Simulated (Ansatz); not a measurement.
## CuCl: band gap against volume per atom

Results calculated with Ansatz 0.2.0, not measured. Periodic Kohn-Sham DFT of a crystal at fixed atoms; Kohn-Sham levels at symmetry points; band -1 is the highest filled and +1 the lowest empty one at that point, spin up along a +z start moment.

Cell of the first row (space group F-43m, No. 216):
```
CuCl
1.0
      0.0000     2.6548     2.6548
      2.6548     0.0000     2.6548
      2.6548     2.6548     0.0000
Cu Cl
1 1
Direct
  0.00000 0.00000 0.00000
  0.75000 0.75000 0.75000
```

Settings of every row: method all-electron LAPW; functional LDA; relativity scalar; k mesh 11x11x11; filling fermi-dirac; smearing width 0.03 eV; basis error target 0.25 meV/atom; nucleus gaussian.

Atom start moment: 0 on all atoms.

Limits: semilocal functionals tend to give too small a gap.

Limits of some rows: small gap, it may come from the mesh (row 5, 6, 7, 8, 9).

```csv
row,volume per atom (Å³),band gap (eV),smallest direct gap on path (eV)
1,18.71,0.509,0.509
2,19.109,0.467,0.467
3,19.507,0.427,0.427
4,19.706,?,?
5,19.905,0.39,0.39
6,20.104,0.372,0.372
7,20.303,0.355,0.355
8,20.701,0.323,0.323
9,21.099,0.293,0.293
```

Question: what band gap should row 4 give?

Worked fit of band gap. Take t = volume per atom − 20, in Å³. The shown rows have t = -1.29, -0.891, -0.493, -0.095, 0.104, 0.303, 0.701, 1.099. Least squares give band gap = 0.3813 − 0.08894 × t + 0.00782 × t² eV; a straight line predicts inner rows, each left out in turn, worse (root mean square 0.0036 against 0.0002 eV). All shown rows lie on it to the printed digit. The withheld row has t = -0.294, so the fit gives 0.3813 − 0.08894 × (-0.294) + 0.00782 × (-0.294)² = 0.408 eV.

The calculation gave 0.408 eV. The fit meets it to the printed digit.

The other values of row 4: smallest direct gap on path 0.408 eV.
